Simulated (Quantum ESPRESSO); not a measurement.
The system is TiAl.

```xyz
2
Lattice="3.1791 0.0000 0.0000 0.0000 3.1791 0.0000 0.0000 0.0000 3.1791" Properties=species:S:1:pos:R:3 pbc="T T T"
Ti    0.0000    0.0000    0.0000
Al    1.5895    1.5895    1.5895
```

The cell comes from a database or a generator and needn't be the stable form of this composition.

```yaml
Program: Quantum ESPRESSO 7.5
Task: single point
Functional: PBE
Potentials_or_basis: SSSP 1.3 efficiency PBE
Cutoff: 748 eV
Density_cutoff: 5987 eV
k_mesh: 8 × 8 × 8
Occupations: fermi-dirac, width 0.05 eV
Spin: no spin polarisation
```

On this cell: pressure 0.9 GPa; largest force zero by symmetry; band gap on the k mesh none (metal or under the smearing width).

The same run follows on a disturbed copy (atoms moved at random, drawn with an rms of 0.05 Å):

```
CELL_PARAMETERS angstrom
3.17906 0.00000 0.00000
0.00000 3.17906 0.00000
0.00000 0.00000 3.17906
ATOMIC_POSITIONS crystal
Ti 0.99886 0.00758 0.00170
Al 0.50931 0.50647 0.50062
```

Q: What changes?

A: The energy (extrapolated to zero smearing) moves by +1.8 meV/atom; pressure 0.9 GPa; largest force 0.213 eV/Å; band gap on the k mesh none (metal or under the smearing width).

Forces in eV/Å, atoms in the order of the input:
```
Ti   0.211 -0.022 -0.022
Al  -0.211  0.022  0.022
```
